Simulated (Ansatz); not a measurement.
# Si2W (I4/mmm) in Ansatz: a series of runs

Aim: see how the results for Si2W move with the level of theory and the settings. Levels: PBEsol+D3(BJ), PBEsol+D4, RPBE+D3(BJ). Tasks: relaxation of cell and atoms.

All numbers are computed with Ansatz 0.2.0; they aren't measurements. Logs are shortened: lines on timing, memory, paths and dates and some standing lists are left out, and cuts for length are marked.

### 1 The crystal as given

It takes space group I4/mmm (No. 139, tetragonal). Conventional cell: a = 3.214 Å, b = 3.214 Å, c = 7.830 Å, α = 90.00°, β = 90.00°, γ = 90.00°. W (site symmetry 4/mmm) has 10 Si at 2.62 Å as nearest neighbours. Si (site symmetry 4mm) is surrounded by 5 Si at 2.59 to 2.63 Å and 5 W at 2.62 Å.

### 2 Relaxation of cell and atoms, PBEsol+D3(BJ)

input.yaml

```yaml
crystal:
  lattice:
    - [-1.6069, 1.6069, 3.91495]
    - [1.6069, -1.6069, 3.91495]
    - [1.6069, 1.6069, -3.91495]
  atoms:
    - { symbol: W, position: [0.0, 0.0, 0.0] }
    - { symbol: Si, position: [0.6653, 0.6653, 0.0] }
    - { symbol: Si, position: [0.3347, 0.3347, 0.0] }
hamiltonian:
  xc: pbesol
  pseudopotentials: { kind: paw }
  dispersion: d3bj
kpoints:
  mp_grid: { grid: [12, 12, 12] }
scf:
  occupations: { method: fermi_dirac, width: 0.05 }
output:
  forces: true
  stress: true
relax:
  f_tol: 0.01
  max_steps: 40
  cell: { stress_tol: 0.05 }
```

Potentials or basis: Ansatz PAW.

Command:

```sh
ansatz run input.yaml --threads 2 --pin off --max-ram 5632MiB --backend cpu --events-out ev --progress --plain --runs-dir out
```

The log of the run:

```text
Warning: RAYON_NUM_THREADS=2 ignored (pool sized by the plan → 2); use --threads N
Engine: ansatz 0.2.0, x86_64-unknown-linux-gnu
Pseudopotentials: kind: paw
Pseudopotential: W, paw, valence charge 14, recommended cutoff 420 eV (normal), W.paw.azcp
Pseudopotential: Si, paw, valence charge 4, recommended cutoff 420 eV (normal), Si.paw.azcp
Functional definition: PBEsol
  exchange = pbesol_x
  correlation = pbesol_c
Crystal: 3 atoms, lattice volume = 40.436 Å³
Basis set: ecut = 420 eV, 793 PW (Γ), exchange–correlation on 64×64×64 points (8 copies of the dense FFT grid, shifted against one another)
Bands: 15, of which v1, the nominal top of the filled ones, is band 11 counted from 1 (10 counted from 0)
Symmetry: 16 space group operations
Space group: I4/mmm (ITA 139), of the structure as read, at distance tolerance 3.4e-5 Å
k-points: 163 of 1728
Non-local potential: W, projectors of the file, l = 0: 3, l = 1: 2, l = 2: 2, l = 3: 1
Non-local potential: Si, projectors of the file, l = 0: 2, l = 1: 2, l = 2: 2
PAW form: soft (Blöchl's): semilocal exchange-correlation on the pseudo side does not see the compensation charge
PAW frozen core: W, regenerated for the run's functional, and the local potential with it (the file was generated under x = pbe(κ = 0.804, μ = 0.2195149727645171), c = pbe(β = 0.06672455060314922))
PAW frozen core: Si, regenerated for the run's functional, and the local potential with it (the file was generated under x = pbe(κ = 0.804, μ = 0.2195149727645171), c = pbe(β = 0.06672455060314922))
PAW one-centre angular grid: W, 590 points (default); XC on 64 Gauss nodes
PAW one-centre angular grid: Si, 110 points (default); XC on 64 Gauss nodes
Initial density: superposition of atomic densities (neutral atoms: chi_scale 0, normalization atom), corrected by the library's trained network
Initial wavefunctions: pseudopotential atomic-orbital guess
Functional: x = pbesol(κ = 0.804, μ = 0.12345679012345678), c = pbesol(β = 0.046)
SCF iter   1: F=—  HF=-11502.527025 eV  |F-HF|=—  |Δ(HF+E_count)|=         —  Δρ=4.47e-3  dr2=6.53e-3  ethr=1.77e-3  ⟨swp⟩=5.4  Hψ=14288  notcnv=0
preconditioner: auto → Kerker (q_TF=auto, 2.465 Å⁻¹)  [metal: Δε(μ)=0.083 eV  Ē_g=8.107 eV  σ=0.050 eV  W_gap=0.38  n_scr=10 (ndim 8)  ℏωp=21.8 eV  f_vac=0.000  D(μ)=0.22/eV (n_scr^D=0)]
SCF iter   2: F=—  HF=-11502.526084 eV  |F-HF|=—  |Δ(HF+E_count)|=   9.41e-4  Δρ=2.33e-3  dr2=1.11e-3  ethr=2.97e-5  ⟨swp⟩=1.0  Hψ=3754  notcnv=0
SCF iter   3: F=—  HF=-11502.526002 eV  |F-HF|=—  |Δ(HF+E_count)|=   8.15e-5  Δρ=6.05e-4  dr2=8.83e-5  ethr=5.05e-6  ⟨swp⟩=1.9  Hψ=3351  notcnv=0
SCF iter   4: F=—  HF=-11502.525983 eV  |F-HF|=—  |Δ(HF+E_count)|=   1.88e-5  Δρ=6.44e-5  dr2=1.49e-6  ethr=4.01e-7  ⟨swp⟩=2.6  Hψ=3607  notcnv=0
iter 5 did not close the SCF: its close was put off for the readings that it lacked (scf_convergence_deferred on its scf_iter line)
SCF iter   5: F=-11502.525983 eV  HF=-11502.525983 eV  |F-HF|=1.09e-8  |Δ(HF+E_count)|=   3.30e-7  Δρ=9.32e-6  dr2=3.17e-8  ethr=6.77e-9  ⟨swp⟩=2.3  Hψ=3489  notcnv=0
SCF iter   6: F=-11502.525983 eV  HF=-11502.525983 eV  |F-HF|=7.71e-10  |Δ(HF+E_count)|=   3.97e-9  Δρ=1.55e-6  dr2=1.25e-9  ethr=1.44e-10  ⟨swp⟩=2.1  Hψ=8325  notcnv=0
SCF 1 converged in 6 iterations: F = -11502.525983 eV  dr2 = 1.25e-9
relax step   1: F+E_penalty+E_count = -11502.52598316 eV  Δ(F+E_penalty+E_count) = +0.000e0 eV  max|allowed force component| = 1.815e-2 eV/Å  Δτ_max = 0.0000 Å  P = -8.519 GPa  Ω = 40.436 Å³  (6 SCF iters, dr2 threshold 1.00e-7 eV, accepted)
Crystal: 3 atoms, lattice volume = 38.354 Å³
Basis set: ecut = 420 eV, 761 PW (Γ), exchange–correlation on 64×64×64 points (8 copies of the dense FFT grid, shifted against one another)
Initial density: handed on by an earlier stage of this run
Initial wavefunctions: those handed on with the density
iter 1 solved again at ethr=1.20e-5 eV; its pass at ethr=3.10e-3 eV (dr2=2.64e-3 eV) is discarded
SCF iter   1: F=—  HF=-11502.559723 eV  |F-HF|=—  |Δ(HF+E_count)|=         —  Δρ=2.26e-3  dr2=2.67e-3  ethr=1.20e-5  ⟨swp⟩=1.0  Hψ=16518  notcnv=0
preconditioner: auto → Kerker (q_TF=auto, 2.487 Å⁻¹)  [metal: Δε(μ)=0.077 eV  Ē_g=8.483 eV  σ=0.050 eV  W_gap=0.35  n_scr=10 (ndim 8)  ℏωp=22.4 eV  f_vac=0.000  D(μ)=0.20/eV (n_scr^D=0)]
SCF iter   2: F=—  HF=-11502.559057 eV  |F-HF|=—  |Δ(HF+E_count)|=   6.66e-4  Δρ=1.23e-3  dr2=6.51e-4  ethr=1.20e-5  ⟨swp⟩=1.1  Hψ=2529  notcnv=0
SCF iter   3: F=—  HF=-11502.558818 eV  |F-HF|=—  |Δ(HF+E_count)|=   2.39e-4  Δρ=2.81e-4  dr2=2.93e-5  ethr=2.96e-6  ⟨swp⟩=2.5  Hψ=3532  notcnv=0
SCF iter   4: F=—  HF=-11502.558809 eV  |F-HF|=—  |Δ(HF+E_count)|=   9.34e-6  Δρ=3.09e-5  dr2=3.09e-7  ethr=1.33e-7  ⟨swp⟩=2.4  Hψ=3480  notcnv=0
SCF iter   5: F=-11502.558809 eV  HF=-11502.558809 eV  |F-HF|=2.66e-9  |Δ(HF+E_count)|=   8.73e-8  Δρ=5.06e-6  dr2=8.25e-9  ethr=1.36e-9  ⟨swp⟩=4.3  Hψ=7853  notcnv=0
SCF 2 converged in 5 iterations: F = -11502.558809 eV  dr2 = 8.25e-9
[... 8 lines left out ...]
SCF 3 converged in 4 iterations: F = -11502.567506 eV  dr2 = 2.34e-7
[... 4 lines left out ...]
preconditioner: auto → Kerker (q_TF=auto, 2.480 Å⁻¹)  [metal: Δε(μ)=0.059 eV  Ē_g=8.375 eV  σ=0.050 eV  W_gap=0.28  n_scr=10 (ndim 8)  ℏωp=22.3 eV  f_vac=0.000  D(μ)=0.20/eV (n_scr^D=0)]
SCF iter   2: F=—  HF=-11502.567597 eV  |F-HF|=—  |Δ(HF+E_count)|=   9.76e-7  Δρ=5.62e-5  dr2=9.00e-7  ethr=1.05e-8  ⟨swp⟩=1.0  Hψ=2445  notcnv=0
SCF iter   3: F=-11502.567597 eV  HF=-11502.567597 eV  |F-HF|=1.27e-8  |Δ(HF+E_count)|=   3.66e-7  Δρ=5.59e-6  dr2=1.88e-8  ethr=1.07e-9  ⟨swp⟩=2.8  Hψ=9072  notcnv=0
SCF 4 converged in 3 iterations: F = -11502.567597 eV  dr2 = 1.88e-8
relax step   4: F+E_penalty+E_count = -11502.56759650 eV  Δ(F+E_penalty+E_count) = -9.086e-5 eV  max|allowed force component| = 1.102e-2 eV/Å  Δτ_max = 0.0010 Å  P = -0.024 GPa  Ω = 38.955 Å³  energy of the carried Pulay correction = +4.393e-4 eV  (3 SCF iters, dr2 threshold 2.36e-7 eV, accepted)
Crystal: 3 atoms, lattice volume = 38.949 Å³
iter 1 solved again at ethr=5.45e-9 eV; its pass at ethr=3.10e-3 eV (dr2=1.20e-6 eV) is discarded
SCF iter   1: F=—  HF=-11502.567605 eV  |F-HF|=—  |Δ(HF+E_count)|=         —  Δρ=3.97e-5  dr2=1.26e-6  ethr=5.45e-9  ⟨swp⟩=2.1  Hψ=13704  notcnv=0
preconditioner: auto → Kerker (q_TF=auto, 2.481 Å⁻¹)  [metal: Δε(μ)=0.057 eV  Ē_g=8.377 eV  σ=0.050 eV  W_gap=0.27  n_scr=10 (ndim 8)  ℏωp=22.3 eV  f_vac=0.000  D(μ)=0.20/eV (n_scr^D=0)]
SCF iter   2: F=—  HF=-11502.567604 eV  |F-HF|=—  |Δ(HF+E_count)|=   4.76e-7  Δρ=2.32e-5  dr2=4.32e-7  ethr=5.45e-9  ⟨swp⟩=1.0  Hψ=2452  notcnv=0
SCF iter   3: F=—  HF=-11502.567604 eV  |F-HF|=—  |Δ(HF+E_count)|=   1.43e-7  Δρ=3.27e-6  dr2=9.74e-9  ethr=1.96e-9  ⟨swp⟩=2.0  Hψ=3356  notcnv=0
SCF iter   4: F=-11502.567604 eV  HF=-11502.567604 eV  |F-HF|=2.91e-11  |Δ(HF+E_count)|=   3.12e-9  Δρ=8.46e-7  dr2=1.72e-10  ethr=3.45e-11  ⟨swp⟩=4.4  Hψ=7908  notcnv=0
SCF 5 converged in 4 iterations: F = -11502.567604 eV  dr2 = 1.72e-10
relax step   5: F+E_penalty+E_count = -11502.56760417 eV  Δ(F+E_penalty+E_count) = -7.662e-6 eV  max|allowed force component| = 1.585e-3 eV/Å  Δτ_max = 0.0004 Å  P = +0.006 GPa  Ω = 38.949 Å³  energy of the carried Pulay correction = +4.411e-4 eV  (4 SCF iters, dr2 threshold 7.59e-9 eV, accepted)
Basis set: ecut = 420 eV, 761 PW (Γ), exchange–correlation on 60×60×60 points (8 copies of the dense FFT grid, shifted against one another)
Initial wavefunctions: pseudopotential atomic-orbital guess (no wavefunctions were taken with the density)
iter 1 solved again at ethr=1.88e-8 eV; its pass at ethr=3.10e-3 eV (dr2=4.14e-6 eV) is discarded
SCF iter   1: F=—  HF=-11502.567214 eV  |F-HF|=—  |Δ(HF+E_count)|=         —  Δρ=6.08e-5  dr2=1.94e-7  ethr=1.88e-8  ⟨swp⟩=3.1  Hψ=21208  notcnv=0
preconditioner: auto → Kerker (q_TF=auto, 2.481 Å⁻¹)  [metal: Δε(μ)=0.058 eV  Ē_g=8.377 eV  σ=0.050 eV  W_gap=0.27  n_scr=10 (ndim 8)  ℏωp=22.3 eV  f_vac=0.000  D(μ)=0.20/eV (n_scr^D=0)]
SCF iter   2: F=—  HF=-11502.567213 eV  |F-HF|=—  |Δ(HF+E_count)|=   1.75e-6  Δρ=3.20e-5  dr2=5.24e-8  ethr=8.83e-10  ⟨swp⟩=1.5  Hψ=2937  notcnv=0
SCF iter   3: F=—  HF=-11502.567213 eV  |F-HF|=—  |Δ(HF+E_count)|=   1.25e-8  Δρ=1.19e-6  dr2=1.92e-10  ethr=2.38e-10  ⟨swp⟩=2.7  Hψ=3675  notcnv=0
SCF iter   4: F=-11502.567213 eV  HF=-11502.567213 eV  |F-HF|=5.46e-12  |Δ(HF+E_count)|=  1.09e-11  Δρ=1.86e-7  dr2=5.90e-12  ethr=1.00e-12  ⟨swp⟩=6.3  Hψ=10785  notcnv=0
SCF 6 converged in 4 iterations: F = -11502.567213 eV  dr2 = 5.90e-12
relax step   6: F+E_penalty+E_count = -11502.56721276 eV  Δ(F+E_penalty+E_count) = +3.914e-4 eV  max|allowed force component| = 1.667e-3 eV/Å  Δτ_max = 0.0000 Å  P = -0.006 GPa  Ω = 38.949 Å³  stress off target by 1.48e-2 GPa  SCF on the basis re-selected at this cell (its energy is not comparable with the rows above)  (4 SCF iters)
basis re-selected at this cell: Δ(F+E_penalty+E_count) = +3.914e-4 eV, ΔP = -0.011 GPa vs the last step (what re-selecting the basis moved, of the pressure what is left beyond the Pulay correction that the steps carried, after the strain that the cell walked since its last selection, with what the two solves' SCF thresholds leave and, on support functions, any second-order correction that the steps lacked; it is no measure of the basis error at this ecutwfc). The dense FFT grid was sized anew with the basis: this SCF ran on 30×30×30 points, the steps before it on 32×32×32, so part of this shift can come from that change (see relax.cell in the input reference). This SCF's stress stands 1.48e-2 GPa from its target on what of the cell is left free (relax.cell.stress_tol is 5.00e-2 GPa) and its largest allowed force component is 1.67e-3 eV/Å (relax.f_tol is 1.00e-2 eV/Å): within both
SCF converged after 4 iterations
Free energy (F): -11502.567213 eV
Harris-Foulkes:  -11502.567213 eV  (|F-HF|=5.46e-12)
Internal energy: -11502.565475 eV  (E = F + TS)
E sigma→0 (E₀):  -11502.566344 eV
Entropy (-TS):   -0.001738 eV (-0.579 meV/atom)
Fermi energy:    17.402848 eV
--- Per-component energies (eV) ---
  E_band       = -67.775112
  E_kinetic    = 545.401519
  E_local      = -924.643279  (includes V_loc(G=0)·N_el)
  E_nonlocal   = 54.055917
  E_hartree    = 365.637234
  E_xc         = -381.029788
  E_vxc        = -340.771480  (∫ρ·V_xc dr)
  E_paw        = -9434.579268  (= ΣΔE_a)
  E_vpaw       = -133.092229  (= ΣTr[D̂ρ^β])
  E_aug_tail   = -0.000071  (compensation charges beyond the density's cutoff)
  E_ewald      = -1725.998487
  E_disp       = -1.694164  (pairwise vdW)
  E_core_change = 0.284913  (= ΣΔE_core)
  E_smearing   = -0.001738  (= −TS)
  E_closure    = 0.000000  (closes the sum)
  Σ components = -11502.567213   (vs F -11502.567213, Δ=0.00e0)
--- Forces (eV/Å), atoms counted from 1 ---
  atom   1  W      0.00000000     0.00000000    -0.00000000
  atom   2  Si    -0.00000000     0.00000000     0.00166688
  atom   3  Si    -0.00000000     0.00000000    -0.00166688
  max |Σ_I F_I| component: 4.16e-17 eV/Å
--- Stress (GPa, compression-positive) ---
       -0.000909       0.000000      -0.000000
        0.000000      -0.000909       0.000000
       -0.000000      -0.000000      -0.014821
  P = ⅓ Tr σ = -0.0055 GPa (-0.055 kbar)
--- Relaxed structure (5 steps of the walk, 5 accepted, 1 SCFs on fresh bases) ---
  F+E_penalty+E_count = -11502.56721276 eV   max|allowed force component| = 1.667e-3 eV/Å   (the final SCF, on the basis selected at the relaxed cell)
  cell:  # Å, volume = 38.9486 Å³
    - [-1.5847395951740801, 1.5847395951740801, 3.8771855244877247]
    - [1.5847395951740801, -1.5847395951740801, 3.8771855244877247]
    - [1.5847395951740801, 1.5847395951740801, -3.8771855244877247]
  atoms:
    - { symbol: W, position: [1.384694788548389e-20, 1.3846947885484226e-20, 2.9994649969080835e-34] }
    - { symbol: Si, position: [0.6659798883140317, 0.6659798883140317, -1.3403002623584951e-34] }
    - { symbol: Si, position: [0.3340201116859684, 0.3340201116859684, -1.5779430263050036e-34] }
```

Wall time 9.3 s (2 threads of Intel Xeon Platinum 8488C (Sapphire Rapids), shared host); peak memory 0.48 GiB.

What came out:

- Free energy: -11502.5672 eV
- Relaxed volume: 12.98 Å³/atom
- Relaxed cell: a = 4.478 Å, b = 4.478 Å, c = 4.478 Å, α = 138.55°, β = 138.55°, γ = 60.06°
- Space group after relaxing (to 0.05 Å): I4/mmm (No. 139)
- Energy gained by relaxing: 13.7 meV/atom
- Ionic steps: 6
- Pressure after relaxing: 0.0 GPa

The path:
```tsv
step	energy change (eV)	largest force (eV/Å)	volume (Å³)
1	0.0000	0.0182	40.44
2	-0.0328	0.1167	38.35
3	-0.0415	0.0302	38.99
4	-0.0416	0.0110	38.95
5	-0.0416	0.0016	38.95
6	-0.0412	0.0017	38.95
```

Final structure:
```
W Si
1.0
    -1.58474    1.58474    3.87719
     1.58474   -1.58474    3.87719
     1.58474    1.58474   -3.87719
W Si
1 2
Direct
  0.00000 0.00000 0.00000
  0.66598 0.66598 0.00000
  0.33402 0.33402 0.00000
```

Caveat: the plane-wave basis is chosen anew once the cell has moved, so the energies of steps on either side of that aren't comparable; the PAW data sets come from PBE, with cores solved anew for the run's functional, which leaves a small shift of forces and pressure. Spin-orbit coupling is left out, which matters for the levels of W.

(Part 1 of 2 ends here.)
